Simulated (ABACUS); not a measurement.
# Fe under changes of volume

One of the cells (12.019 Å³/atom); the others are scaled copies at fixed shape and fractional positions:

```
Fe
1.0
     2.49935    0.00000    0.00000
    -0.83312    2.35641    0.00000
    -0.83312   -1.17820    2.04071
Fe
1
Direct
  0.00000 0.00000 0.00000
```

* Program: ABACUS 3.10.1
* Functional: PBE
* Potentials or basis: SPMS ONCV 1.0 PBE
* Cutoff: 1361 eV
* Density cutoff: 5442 eV
* Basis: TZDP LCAO (the cutoffs set its grid)
* k mesh: 12 × 12 × 12
* Occupations: fermi-dirac, width 0.05 eV
* Spin: collinear spin, ferromagnetic start
* Starting moments: [3.0] μB

```tsv
volume (Å³/atom)	energy over the lowest point (meV/atom)	pressure (GPa)	moment (μB per cell)
11.298	4.83	5.1	2.26
11.538	0.00	1.0	2.30
11.778	1.16	-2.6	2.33
12.019	?	?	?
12.259	17.71	-7.8	2.42
12.499	31.17	-9.9	2.47
12.740	47.87	-11.7	2.51
```

Question: What does the run at 12.019 Å³/atom give?

Answer: Energy over the lowest point 7.60 meV/atom; pressure -5.6 GPa; moment 2.37 μB per cell.

Worked out: A Birch-Murnaghan fit of order 3 (a polynomial in V^(-2/3)) to the other rows has its minimum at 11.61 Å³/atom with B0 = V·E''(V) = 182 GPa (rough, since the energies scatter). It gives 7.33 meV/atom at 12.019 Å³/atom, against the run's 7.60, and -dE/dV = -5.6 GPa, against -5.6. A parabola through the other rows of the moment, of slope 0.175 μB per Å³/atom there, gives 2.38 μB, against the run's 2.37.

Energies are extrapolated to zero smearing.

Caveats: the atomic orbitals were generated for these runs and aren't a published set; the basis of atomic orbitals isn't converged, which shifts pressures, moduli and gaps.
